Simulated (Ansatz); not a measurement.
## AlP, space group F-43m: densities of the highest filled and lowest empty bands, step by step

With Ansatz 0.2.0 through its Python package.

Typed at the interpreter:
```pycon
>>> import itertools
>>> import ansatz as az
>>> import numpy as np
>>> FUNCTIONAL = "lda"
>>> MESH = (3, 3, 3)
>>> N_EMPTY = 8
>>> OCCUPATIONS = "fixed"
>>> xtal = (
...     az.Lattice.from_parameters(3.854439, 3.854439, 3.854439, alpha=60.0, beta=60.0, gamma=60.0)
...     .atom("Al", [0.0, 0.0, 0.0])
...     .atom("P", [0.25, 0.25, 0.25])
... )
>>> calculation = (
...     xtal.calculation()
...     .basis(12 * az.Ha, density_ratio=4)
...     .functional(FUNCTIONAL)
...     .kpoints(*MESH)
...     .scf(extra_bands=N_EMPTY)
...     .occupations(OCCUPATIONS)
...     .band_densities([("v1", "v1"), ("c1", "c1")])
... )
>>> res = calculation.run(threads=1, backend="cpu")
DeckWarning: basis.ecutwfc = 326.536634951856 eV is below the records' recommended 420 eV, and the density's cutoff is lower with it unless basis.ecutrho_ratio is high enough to keep the records' density cutoff: compare with a run at a higher cutoff
DeckWarning: basis.ecutrho_ratio = 4 (ecutrho = 1306.146539807424 eV) is below the records' recommended 1680 eV
>>> rep = res.report
>>> rep["n_iterations"], rep["closed_by"]
(6, 'deck_thresholds')
>>> # share of each window within a sphere about each atom, summed on the grid
>>> cell = np.asarray(res.lattice.cell_ang)
>>> for names, window in zip([("v1", "v1"), ("c1", "c1")], res.band_densities().windows):
...     density = window.outcome.density
...     rho = density.channels[0].density_e_per_ang3
...     axes = density.fft_grid_basis @ cell
...     points = np.stack(np.meshgrid(*(np.arange(n) / n for n in rho.shape), indexing="ij"), axis=-1)
...     print("bands", names, "electrons", np.round(window.outcome.n_electrons, 3), "peak", round(float(rho.max()), 3), "e/A^3")
...     for index, site in enumerate(res.lattice.sites):
...         offset = points - np.asarray(site.position_ang) @ np.linalg.inv(axes)
...         offset -= np.round(offset)
...         distance = np.min([np.linalg.norm((offset + image) @ axes, axis=-1) for image in itertools.product((-1, 0, 1), repeat=3)], axis=0)
...         print(f"   {index} {site.symbol:2s} {100 * rho[distance < 1.0].sum() / rho.sum():5.1f} % within 1.0 A")
...
bands ('v1', 'v1') electrons [2.] peak 0.221 e/A^3
   0 Al   8.2 % within 1.0 A
   1 P   32.3 % within 1.0 A
bands ('c1', 'c1') electrons [2.] peak 0.111 e/A^3
   0 Al  14.4 % within 1.0 A
   1 P   13.6 % within 1.0 A
```

Caveats:
- These settings explore the input space; cutoff and mesh may be short of convergence.
- The cutoff lies under the one recommended for these potentials.
- The k-point mesh is coarse, and energy and stress weren't tested for convergence.
- Of the deposited cell: the entry's cell lengths or inner coordinates differ somewhat from later room-temperature determinations.
- The structure is a deposited one; some such entries were measured under pressure or heat, so a shift against it needn't be the functional's error alone.
- Warnings are shown shortened and without file and line.
- The windows are summed over all k-points with every state counted as full, the empty ones too; where a window cuts a degenerate level its bands share the weight. Values near the nuclei depend on the potentials. Spheres that overlap count density twice, so shares are no populations.
- It ran for 0.8 s on 1 thread of Arm Neoverse V2 (shared host), peak memory 0.31 GiB.
